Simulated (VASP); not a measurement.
Set up this calculation in VASP 6.6.1, as the native input.

```yaml
Task: G0W0 quasiparticle levels
Functional: PBE
Potentials_or_basis: VASP PAW PBE potentials, release 64 (Se_GW, Ca_sv_GW)
Cutoff: 450 eV
k_mesh: 3 × 3 × 3
Occupations: gaussian, width 0.01 eV
Spin: no spin polarisation
Cutoff_of_the_response_function: 200
Frequency_points: 64
Empty_bands: 684
GW_scheme: G0W0
GW_iterations: 1
Further_INCAR_settings: ALGO = EVGW0; EDIFF = 1e-08; NBANDS = 692
```

CaSe:

```
Se Ca
1.0
     0.00000    3.30000    3.30000
     3.30000    0.00000    3.30000
     3.30000    3.30000    0.00000
Se Ca
1 1
Direct
  0.25000 0.25000 0.25000
  0.00000 0.00000 0.00000
```

The cell comes from a database or a generator and needn't be the stable form of this composition.

The input as run:

POSCAR

```
CaSe
1.0
    0.0000000000      3.3000000000      3.3000000000
    3.3000000000      0.0000000000      3.3000000000
    3.3000000000      3.3000000000      0.0000000000
Se Ca
1 1
Direct
    0.2500000000      0.2500000000      0.2500000000
    0.0000000000      0.0000000000      0.0000000000
```

INCAR.step1

```
PREC = Accurate
ENCUT = 450
EDIFF = 1E-8
ISMEAR = 0
SIGMA = 0.01
LREAL = False
LASPH = True
NELM = 80
ALGO = Normal
LWAVE = True
LCHARG = False
GGA = PE
```

INCAR.step2

```
PREC = Accurate
ENCUT = 450
EDIFF = 1E-8
ISMEAR = 0
SIGMA = 0.01
LREAL = False
LASPH = True
NELM = 1
ALGO = Exact
LWAVE = True
LCHARG = False
GGA = PE
NBANDS = 692
LOPTICS = True
ISTART = 1
```

INCAR.step3

```
PREC = Accurate
ENCUT = 450
EDIFF = 1E-8
ISMEAR = 0
SIGMA = 0.01
LREAL = False
LASPH = True
ALGO = EVGW0
LWAVE = False
LCHARG = False
GGA = PE
NELMGW = 1
NBANDS = 692
ENCUTGW = 200
NOMEGA = 64
PRECFOCK = Fast
ISTART = 1
NBANDSGW = 16
```

KPOINTS

```
regular mesh
0
Gamma
  3 3 3
```

Potentials or basis: VASP PAW PBE potentials, release 64 (Se_GW, Ca_sv_GW).

Launch:

```console
$ cat potpaw_PBE.64/Se_GW/POTCAR potpaw_PBE.64/Ca_sv_GW/POTCAR > POTCAR
$ cp INCAR.step1 INCAR
$ mpirun -np 1 vasp_std > vasp.out
$ cp INCAR.step2 INCAR
$ mpirun -np 1 vasp_std > vasp.out
$ cp INCAR.step3 INCAR
$ mpirun -np 1 vasp_std > vasp.out
```

Results of the run:

The band gap on the k mesh, mean-field level is 3.15 eV, indirect (least direct gap 3.23 eV), the quasiparticle gap is 4.61 eV and the least direct quasiparticle gap is 4.63 eV.

Caveat: the k mesh is coarse (spacing up to 0.55 Å⁻¹), so the values aren't converged; bands, screening cutoff and mesh are small and nothing is extrapolated, so the quasiparticle values aren't converged; an odd mesh through Γ misses points on the zone boundary, where band edges often lie.

Wall time 9.1 min on 1 thread of Intel(R) Xeon(R) Platinum 8175M CPU @ 2.50GHz (Skylake/Cascade Lake) (shared host), peak memory 1.1 GiB.
